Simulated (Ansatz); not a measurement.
# BN (model cell, started as rocksalt type): a soft mode frozen in

Wanted: the energy along a soft mode of BN (model cell, started as rocksalt type) and the structure at the end.

Main program and level: Ansatz 0.2.0; DFT PBEsol, scalar-relativistic, plane waves, PAW; PAW set soft_1.

Report form: the programs' logs are mostly left out.

The structure was built from a prototype and need not be the compound's stable phase.

## 1. Set-up

Symmetry: Fm-3m, No. 225, cubic system. The conventional cell has a = 3.482 Å, b = 3.482 Å, c = 3.482 Å, α = 90.00°, β = 90.00°, γ = 90.00°. Nearest to B lie 6 N at 1.74 Å. Nearest to N lie 6 B at 1.74 Å. Farther neighbours and most contacts between anions are not listed.

## 2. Phonons on a q mesh

The cell comes from relaxations at this level that are not shown. Stability and thermal properties need the whole zone. Linear response on a 6×6×6 q mesh gives force constants as far as a supercell of that size would, and the tensors from the zone-centre run are typed in so that the long-range dipole term is interpolated apart.

input.yaml

```yaml
crystal:
  lattice:
    - [0.0, 1.7411762025, 1.7411762025]
    - [1.7411762025, 0.0, 1.7411762025]
    - [1.7411762025, 1.7411762025, 0.0]
  atoms:
    - { symbol: B, position: [0.0, 0.0, 0.0] }
    - { symbol: "N", position: [0.5, 0.5, 0.5] }
kpoints:
  mp_grid: { grid: [12, 12, 12] }
hamiltonian:
  xc: pbesol
  pseudopotentials: { kind: paw, azcp: { folder: soft_1 }, xc_functional: pbe }
scf:
  occupations: { method: fixed }
output:
  eigenvalues: true
phonons:
  method: dfpt
  qmesh: [6, 6, 6]
  temperatures: { t_max: 1000, t_step: 50 }
  qpath:
    path:
      - [[0.0, 0.0, 0.0], [0.5, 0.0, 0.5], [0.625, 0.25, 0.625]]
      - [[0.375, 0.375, 0.75], [0.0, 0.0, 0.0], [0.5, 0.5, 0.5], [0.5, 0.25, 0.75], [0.5, 0.0, 0.5]]
    npoints: 10
  non_analytic_term:
    high_frequency_dielectric_tensor: [[8.5652, 0.0, 0.0], [0.0, 8.5652, 0.0], [0.0, 0.0, 8.5652]]
    born_effective_charges:
      - { species: B, tensor: [[3.8412, 0.0, 0.0], [0.0, 3.8412, 0.0], [0.0, 0.0, 3.8412]] }
      - { species: "N", tensor: [[-3.8412, 0.0, 0.0], [0.0, -3.8412, 0.0], [0.0, 0.0, -3.8412]] }
    source: "zone-centre run at this cell"
```

On the command line:

```
$ ansatz run input.yaml --threads 4 --pin off --max-ram 10240MiB --backend cpu --events-out ev --progress --plain --runs-dir out
```

Run time: 78 s. Hardware: 4 threads of Intel Xeon Platinum 8375C at 2.90GHz (Ice Lake), shared host; peak memory 0.79 GiB.

Numbers from this step:

| Quantity | Value |
| --- | --- |
| gap on the k-mesh | 1.282 eV |
| volume per atom | 5.279 Å³ |
| sum-rule residual before enforcement | 5.27e-5 eV/Å² |
| lowest frequency on the path | -685.6 cm⁻¹ |
| point group | m-3m |
| highest frequency on the path or at a solved wavevector | 1093 cm⁻¹ |
| highest optical mode at the zone centre (no LO-TO term) | -685.6 cm⁻¹ |
| lowest optical zone-centre mode | -685.6 cm⁻¹ |
| lowest mode on the q mesh (acoustic modes at Γ apart) | -685.6 cm⁻¹ |

Frequencies (cm⁻¹) solved at each irreducible wavevector; negative means imaginary. Frequencies by wavevector, by row:

```csv
q in reciprocal lattice units,star,mode 1,mode 2,mode 3,mode 4,mode 5,mode 6
0 0 0,1,-685.6,-685.6,-685.6,0,0,0
0 0 0.1667,8,-628.9,-628.9,205,205,464.6,981.3
0 0 0.3333,8,-474.2,-474.2,263.2,263.2,785.7,1066
0 0 -0.5,4,-275.4,-275.4,120.7,120.7,900.5,1093
0 0.1667 0.1667,6,-634.1,-634.1,340,341.8,341.8,921.1
0 0.1667 0.3333,24,-547.8,-471.6,300.3,409.1,643,948.6
0 0.1667 -0.5,24,-382.7,-122.5,234.4,350,844.8,951.5
0 0.1667 -0.3333,24,-440.4,-230.9,-61.2,499.9,800.1,968.3
0 0.1667 -0.1667,12,-585.9,-496.9,152.2,510.1,572.3,978
0 0.3333 0.3333,6,-527.4,-527.4,401.6,469.2,469.2,881.3
0 0.3333 -0.5,24,-445.6,-234.2,143.1,455.8,640.2,858.7
0 0.3333 -0.3333,12,-340,-313.1,348.9,532.6,788.3,820.5
0 -0.5 -0.5,3,-470,-470,68.4,482.2,482.2,859.9
0.1667 0.3333 -0.5,24,-475.5,-191.4,156,598.1,640.9,897.3
0.1667 0.3333 -0.3333,24,-314.4,-311.2,386.4,493.3,810.6,811.7
0.1667 -0.5 -0.3333,12,-410.1,-241.3,257.6,549.4,668.8,823.4
```

Interpolated from a 6×6×6 q mesh, with the LO-TO term (at Γ the limit along the path; where Γ stands inside the path, tables give the limit on arrival). Phonon branches along the path, in cm⁻¹:

```csv
point,branch 1,branch 2,branch 3,branch 4,branch 5,branch 6
Γ,-686,-686,0,0,0,920
halfway,-594,-594,416,432,432,904
X,-470,-470,68,482,482,860
halfway,-450,-319,-121,467,580,850
U,-384,-260,373,417,738,821
jump to K,-384,-260,373,417,738,821
halfway,-568,-440,143,559,606,976
Γ,-686,-686,0,0,0,920
halfway,-561,-561,256,256,646,1031
L,-275,-275,121,121,900,1093
halfway,-297,-296,356,412,844,884
W,-339,-339,379,579,768,768
halfway,-435,-181,-143,524,606,840
X,-470,-470,68,482,482,860
```

Symmetry leaves 16 wavevectors to solve. The lowest mode among them, the acoustic zeros apart, lies at Γ and is imaginary, 685.6i cm⁻¹, so the energy falls along it.

## 3. The mode frozen in, largest atomic shift 0 Å

The mode followed lies at Γ with frequency 685.6i cm⁻¹ and is 3-fold degenerate, the softest among the wavevectors solved. At small amplitude the distorted cell has space group no. 44 by a symmetry search on the positions. The undistorted cell that holds it gives the zero of energy on the same k mesh.

input.yaml, the sections that differ from step 2:

```yaml
scf:
  occupations: { method: gaussian, width: 0.02 }
output:
  forces: true
  stress: true
  eigenvalues: true
# crystal, kpoints, hamiltonian: as in step 2
# phonons: removed
```

It took 0.29 s on 4 threads; peak memory 0.3 GiB; 0.71 s of CPU time.

This step gave:

* pressure: 0.002024 GPa
* energy from the undistorted cell: 0 meV/atom

At this level the gap is 1.28 eV on the k-mesh of the self-consistent run, which can miss the band edges.

## 4. The mode frozen in, largest atomic shift 0.22 Å

The atoms are moved along the unstable eigenvector, the largest shift by 0.22 Å, with the cell fixed.

input.yaml: that of step 3 with these lines changed.

```diff
@@ -6,4 +6,4 @@
   atoms:
-    - { symbol: B, position: [0.0, 0.0, 0.0] }
-    - { symbol: "N", position: [0.5, 0.5, 0.5] }
+    - { symbol: B, position: [-0.0893439111, 0.0, 0.0] }
+    - { symbol: "N", position: [0.5689517869, 0.5, 0.5] }
 kpoints:
```

Elapsed: 0.86 s, on 4 threads; peak memory 0.35 GiB; 2.8 s of CPU time.

This step gave:

- pressure: 31.66 GPa
- gap on the k-mesh: 0.4666 eV
- energy from the undistorted cell: -198.4 meV/atom

The energy, extrapolated to zero smearing, is -198.43 meV/atom against the undistorted cell.

The run ends at a pressure of 31.66 GPa, with forces up to 0.52 eV/Å.

## 5. Energy along the mode, all amplitudes (two of the runs are shown above)

An imaginary frequency means negative curvature, so the energy should fall and then rise again as anharmonic terms take over.

This step gave:

```
depth at the lowest point sampled  : 198.4 meV/atom
largest atomic shift at that point : 0.22 Å
```

Energy from the parent against largest atomic shift:

```csv
largest atomic shift (Å),energy from the parent (meV/atom)
0.000,0
0.040,-12.9
0.080,-48.3
0.140,-123
0.220,-198
0.320,-154
0.450,165
```

Displacement at unit largest shift by atom:

```csv
atom,x (Å),y (Å),z (Å),size
B1,0.000,-0.707,-0.707,1.000
N2,0.000,0.546,0.546,0.772
```

The lowest of the steps tried is at 0.22 Å, 198 meV/atom below the parent; the bottom of the well need not coincide with a step.

## 6. Relaxation from the frozen mode

Starting from the lowest point found, all atoms and the cell are let go, so that strain and other modes of the same symmetry can join in.

input.yaml: that of step 4 with these lines changed.

```diff
@@ -14,3 +14,3 @@
 scf:
-  occupations: { method: gaussian, width: 0.02 }
+  occupations: { method: fixed }
 output:
@@ -19 +19,6 @@
   eigenvalues: true
+relax:
+  adjacent_minimum: "off"
+  f_tol: 0.002
+  max_steps: 120
+  cell: { stress_tol: 0.03 }
```

Elapsed: 18 s, on 4 threads; peak memory 0.4 GiB; 63 s of CPU time.

Relaxation path:

```csv
step,energy less that of the first step (eV),largest force component (eV/Å),pressure (GPa),volume (Å³)
1,0.0000,0.3666,31.66,10.56
2,-0.2845,0.9178,17.59,10.96
3,-0.6708,1.1812,10.46,11.26
4,-1.1315,1.0395,6.50,11.46
5,-1.6019,0.5307,2.51,11.61
6,-2.0720,0.3006,2.17,11.50
7,-2.3986,0.0778,8.75,11.23
8,-2.5733,0.0996,13.24,11.04
9,-2.6192,0.0270,-0.38,11.29
10,-2.6194,0.0031,-0.01,11.28
11,-2.6194,0.0026,0.00,11.28
12,-2.6194,0.0003,0.00,11.28
13*,-2.8903,0.0236,15.55,11.28
14,-2.9575,0.0014,5.24,11.56
15,-2.9657,0.0004,0.78,11.68
16,-2.9668,0.0004,0.06,11.70
17,-2.9668,0.0000,0.00,11.71
18*,-2.9701,0.0001,0.24,11.71
19,-2.9702,0.0000,0.00,11.71
20*,-2.9702,0.0000,0.00,11.71
```

Relaxation steps marked * repeat the geometry before them on a plane-wave basis chosen anew for their cell, so energy and pressure can jump there.

The run keeps the 4 symmetry operations that it works with, so distortions that break them were not tested.

```csv
cell as run,before,after,change
a (Å),2.462,3.605,+46.4 %
b (Å),2.462,2.549,+3.5 %
c (Å),2.462,2.549,+3.5 %
β (°),60.00,45.00,-25.0 %
γ (°),60.00,45.00,-25.0 %
volume (Å³/atom),5.28,5.86,+11.0 %
```

The atoms that moved most (Å, as changes of fractional coordinates times the final cell):

```csv
atom,dx,dy,dz,length
B1,0.000,-0.117,-0.117,0.165
N2,0.000,0.117,0.117,0.165
```

Final coordinates:

```cif
data_structure
_symmetry_space_group_name_H-M 'P 1'
_symmetry_Int_Tables_number 1
_cell_length_a 3.6050
_cell_length_b 2.5492
_cell_length_c 2.5492
_cell_angle_alpha 60.001
_cell_angle_beta 45.001
_cell_angle_gamma 45.001
_cell_volume 11.71
loop_
_atom_site_label
_atom_site_type_symbol
_atom_site_fract_x
_atom_site_fract_y
_atom_site_fract_z
_atom_site_occupancy
B1 B 0.86480 0.00000 0.00000 1
N2 N 0.61480 0.50000 0.50000 1
```

This step gave:

* pressure: -0.001605 GPa
* gap on the k-mesh: 4.293 eV
* volume per atom: 5.857 Å³

The distorted start has space group Imm2; the relaxation ends in F-43m.

## 7. The new phase in its own primitive cell

The relaxed structure is symmetrised, reduced to its primitive cell and relaxed tightly, as its phonons need.

input.yaml, the sections that differ from step 6:

```yaml
crystal:
  lattice:
    - [0.0, 1.8025470097, 1.8025470097]
    - [1.8025470097, 0.0, 1.8025470097]
    - [1.8025470097, 1.8025470097, 0.0]
  atoms:
    - { symbol: B, position: [0.5, 0.5, 0.5] }
    - { symbol: "N", position: [0.25, 0.25, 0.25] }
kpoints:
  mp_grid: { grid: [10, 10, 10] }
relax:
  adjacent_minimum: "off"
  f_tol: 0.001
  max_steps: 60
  cell: { stress_tol: 0.01 }
# hamiltonian, scf, output: as in step 6
```

Elapsed: 0.52 s, on 4 threads; peak memory 0.33 GiB; 1.4 s of CPU time.

Little changed from the start: no atom moved by 0.005 Å and no cell edge by 0.1 %.

Numbers from this step:

```yaml
pressure: 4.30e-4 GPa
direct_gap_on_mesh: 8.804 eV
```

The forces vanish by symmetry and the pressure is 0.000 GPa, within the tolerances set. The cell now holds 5.86 Å³/atom.

## 8. Modes of the new phase, k-mesh 10×10×10

A relaxed structure may still be a saddle point, so its zone-centre modes are computed. The response to a homogeneous field gives the Born charges and the dielectric tensor, and its change with displacement the Raman tensors.

input.yaml: that of step 7 with these lines changed.

```diff
@@ -16,9 +16,7 @@
 output:
-  forces: true
-  stress: true
   eigenvalues: true
-relax:
-  adjacent_minimum: "off"
-  f_tol: 0.001
-  max_steps: 60
-  cell: { stress_tol: 0.01 }
+phonons:
+  method: dfpt
+  dielectric: true
+  rigid_motions: translations
+  raman: true
```

The job ended after 14 s (4 threads; peak memory 0.67 GiB; 50 s of CPU time).

This step gave:

| Item | Value |
| --- | --- |
| sum-rule residual before enforcement | 1.44e-5 eV/Å² |
| miss of the charge sum rule | 3.63e-4 e |
| estimated error of the dielectric tensor | 0.01119 |
| estimated error of the Born charges | 0.006588 e |
| point group | -43m |
| highest optical mode at the zone centre (no LO-TO term) | 1045 cm⁻¹ |
| lowest optical zone-centre mode | 1045 cm⁻¹ |
| mean high-frequency dielectric constant | 4.633 |
| largest Born charge (third of the trace) | 1.902 e |
| mean static dielectric constant | 6.912 |
| top of the zone-centre spectrum with the field | 1277 cm⁻¹ |

Without the LO-TO term. Patterns of degenerate modes are one choice out of their space. Modes at Γ, with each element's share of the kinetic energy:

```csv
mode,frequency (cm⁻¹),symmetry,B %,N %
1,0.0,acoustic,44,56
2,0.0,acoustic,44,56
3,0.0,acoustic,44,56
4,1045.2,T2,56,44
5,1045.2,T2,56,44
6,1045.2,T2,56,44
```

Displacements in mode 4 (1045.2 cm⁻¹), the largest set to 1:
```
B1   0.00  0.07  1.00
N2   0.00 -0.06 -0.77
```

Optical modes at the zone centre, without and with the macroscopic field of the longitudinal modes; each column is sorted by frequency, so a row need not hold one and the same mode. Modes with and without the field, by row:

```csv
rank among optical modes,no field (cm⁻¹),"q along (1, 0, 0) (cm⁻¹)"
1,1045,1045
2,1045,1045
3,1045,1277
```

Born charge (rows field, columns displacement) (e), principal values of the symmetric part by kind of site:

```csv
atom,atoms with these values,low,middle,high,mean
B1,1,1.90,1.90,1.90,1.90
N2,1,-1.90,-1.90,-1.90,-1.90
```

In full for N2:

```
-1.90  0.00  0.00
 0.00 -1.90  0.00
 0.00  0.00 -1.90
```

High-frequency dielectric tensor:

```
4.63 0.00 0.00
0.00 4.63 0.00
0.00 0.00 4.63
```

Static dielectric tensor (ions relaxed, fixed cell):

```
6.91 0.00 0.00
0.00 6.91 0.00
0.00 0.00 6.91
```

Transverse modes. Infrared lines, with heights relative to the strongest:

```csv
position (cm⁻¹),label,relative intensity
1045,T2,100
```

Activity x (w_L - w)^4 (n + 1)/w, 532 nm, 300 K; modes without the macroscopic field alone. Lines of the Raman spectrum (strongest = 100):

```csv
position (cm⁻¹),label,relative intensity
1045,T2,100
```

Before it was imposed, the acoustic sum rule was missed by 1.4e-5 eV/Å² and the charge sum rule by 3.6e-4 e. Small misses are needed for a sound result but don't prove that mesh and cutoff are converged. The lowest optical mode is real, 1045 cm⁻¹.

## 9. What came out

| Item | Value |
| --- | --- |
| unstable mode of the parent | q = (0, 0, 0), 686i cm⁻¹ |
| depth at the lowest point sampled | 198 meV/atom |
| largest atomic shift at that point | 0.22 Å |
| space group reached (within 0.01 Å) | F-43m |
| energy gained over the parent (first relaxation, on the mesh of the frozen mode) | 1684 meV/atom |
| volume per atom, phase reached | 5.86 Å³ |
| gap on the k-mesh, phase reached | 4.29 eV |
| lowest optical zone-centre mode, phase reached | 1045 cm⁻¹ |
| highest optical mode at the zone centre (no LO-TO term), phase reached | 1045 cm⁻¹ |

Along this mode the structure falls into F-43m, 1684 meV/atom below the parent. At the parent's cell the well is 198.4 meV/atom deep on the steps tried, with its lowest point at a shift of 0.22 Å. Relaxing atoms and cell changes the gain by +1485.09 meV/atom against the lowest step (energies at zero smearing). Most of the total comes from this relaxation. The new phase has no imaginary mode at the zone centre of its cell; other wavevectors were not checked. Of the 4 patterns followed to their end from this parent, this one reaches the lowest energy. Each path keeps the symmetry of its pattern, so a lower phase may lie along a pattern not tried. The PAW files were made for PBE and serve the other functionals too. The starting cell was built on a prototype and not taken from a measurement, so the phase need not exist.

[Logs are printed without paths, hosts, clocks, repeated set-up lines and the standing remarks that a program may print on its own settings, such as how far it seeks lower states.]

[Hosts, paths, dates, database ids (printed as entryN), source tags and the programs' standing remarks are cut or masked in the printed files.]
